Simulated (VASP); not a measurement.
Be: single point with PBEsol

Crystal: Be.

```xyz
2
Lattice="2.2568 0.0000 0.0000 -1.1284 1.9545 0.0000 0.0000 0.0000 3.5612" Properties=species:S:1:pos:R:3 pbc="T T T"
Be    0.0000    1.3030    0.8903
Be    1.1284    0.6515    2.6709
```

```yaml
Program: VASP 6.6.1
Task: single point
Functional: PBEsol
Potentials_or_basis: VASP PAW PBE potentials, release 64 (Be)
Cutoff: 900 eV
k_mesh: 21 × 21 × 12
Occupations: gaussian, width 0.1 eV
Spin: no spin polarisation
Further_INCAR_settings: ALGO = Fast; EDIFF = 1e-06
```

The pressure is 0.0 GPa. The band gap on the k mesh is none (metal or under the smearing width).

Levels at points of the mesh, in eV from the Fermi level:
```csv
k point,band 1,band 2,band 3,band 4,band 5,band 6
"(0.00, 0.00, 0.00)",-11.41,-4.54,1.08,16.09,16.09,18.93
"(0.00, 0.00, 0.50)",-9.26,-9.26,10.67,10.67,17.74,17.74
```

It took 48 s on 1 thread of Intel(R) Xeon(R) Platinum 8488C (Sapphire Rapids), with other jobs on the host, peak memory 0.29 GiB.

Caveat: the PAW data sets were made with another functional, which shifts forces and pressure a little.
